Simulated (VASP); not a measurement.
Calculation: RPBE GGA, VASP's PBE PAW potentials (set 64) (plane waves; VASP).

VASP input:

**KPOINTS**
```
Automatic mesh
0
Gamma
6 6 6
0 0 0
```

### INCAR
```
SYSTEM = CsI
PREC = Accurate; ENCUT = 520; LREAL = F
LASPH = T
EDIFF = 1E-7; NELM = 100; ALGO = Normal
LMAXMIX = 4
ISMEAR = 0; SIGMA = 0.05
GGA = RP
ISIF = 2
LWAVE = F; LCHARG = F
```

**POSCAR**
```
CsI
1
    4.8664675126     0.0000000000     0.0000000000
    0.0000000000     4.8664675126     0.0000000000
    0.0000000000     0.0000000000     4.8664675126
Cs I
1 1
Direct
  0.0000000000   0.0000000000   0.0000000000
  0.5000000000   0.5000000000   0.5000000000
```

POTCAR, in this order: Cs_sv I (PBE.64 set). Program: vasp_std.

Output of the run:

### OSZICAR
```
       N       E                     dE             d eps       ncg     rms          rms(c)
DAV:   1     0.982595162920E+02    0.98260E+02   -0.60066E+03   480   0.107E+03
DAV:   2     0.302984851685E+01   -0.95230E+02   -0.89502E+02   728   0.164E+02
DAV:   3    -0.512991525294E+01   -0.81598E+01   -0.81383E+01   600   0.564E+01
DAV:   4    -0.525646904989E+01   -0.12655E+00   -0.12652E+00   572   0.868E+00
DAV:   5    -0.525826953678E+01   -0.18005E-02   -0.18004E-02   596   0.109E+00    0.182E+00
DAV:   6    -0.509855232875E+01    0.15972E+00   -0.21736E-01   544   0.207E+00    0.141E+00
DAV:   7    -0.506954325005E+01    0.29009E-01   -0.21993E-01   576   0.223E+00    0.781E-01
DAV:   8    -0.508042150199E+01   -0.10878E-01   -0.23018E-02   548   0.108E+00    0.112E-01
DAV:   9    -0.508149547478E+01   -0.10740E-02   -0.27071E-03   564   0.343E-01    0.853E-02
DAV:  10    -0.508178802451E+01   -0.29255E-03   -0.53830E-04   548   0.207E-01    0.308E-02
DAV:  11    -0.508178984014E+01   -0.18156E-05   -0.33409E-05   592   0.317E-02    0.146E-02
DAV:  12    -0.508179659741E+01   -0.67573E-05   -0.17539E-05   528   0.385E-02    0.133E-03
DAV:  13    -0.508179680107E+01   -0.20365E-06   -0.14849E-07   532   0.300E-03    0.143E-03
DAV:  14    -0.508179707952E+01   -0.27846E-06   -0.24327E-07   528   0.485E-03    0.338E-04
DAV:  15    -0.508179706805E+01    0.11469E-07   -0.63442E-09   376   0.624E-04
   1 F= -.50817971E+01 E0= -.50817971E+01  d E =-.529427E-13
```

File OUTCAR:
```
------------------------ aborting loop because EDIFF is reached ----------------------------------------
  FORCE on cell =-STRESS in cart. coord.  units (eV):
  Direction    XX          YY          ZZ          XY          YZ          ZX
  --------------------------------------------------------------------------------------
  Total        0.0179116      0.0179116      0.0179116     -0.0000000      0.0000000     -0.0000000
  in kB        0.2490028      0.2490028      0.2490028     -0.0000000      0.0000000     -0.0000000
  external PRESSURE =       0.2490028 kB  Pullay stress =       0.0000000 kB
  volume of cell :      115.25
      direct lattice vectors                 reciprocal lattice vectors
     4.866467513  0.000000000  0.000000000     0.205487861  0.000000000  0.000000000
     0.000000000  4.866467513  0.000000000     0.000000000  0.205487861  0.000000000
     0.000000000  0.000000000  4.866467513     0.000000000  0.000000000  0.205487861
 POSITION                                       TOTAL-FORCE (eV/Angst)
 -----------------------------------------------------------------------------------
      0.00000      0.00000      0.00000         0.000000      0.000000      0.000000
      2.43323      2.43323      2.43323         0.000000      0.000000      0.000000
 -----------------------------------------------------------------------------------
    total drift:                               -0.000000      0.000000      0.000000
  FREE ENERGIE OF THE ION-ELECTRON SYSTEM (eV)
  ---------------------------------------------------
  free  energy   TOTEN  =        -5.0817970681 eV

  energy  without entropy=       -5.0817970681  energy(sigma->0) =       -5.08179707
```
(Selected blocks of OUTCAR.)

The compound is CsI in the CsCl type structure. It was relaxed first, which changed the volume by +21 %.
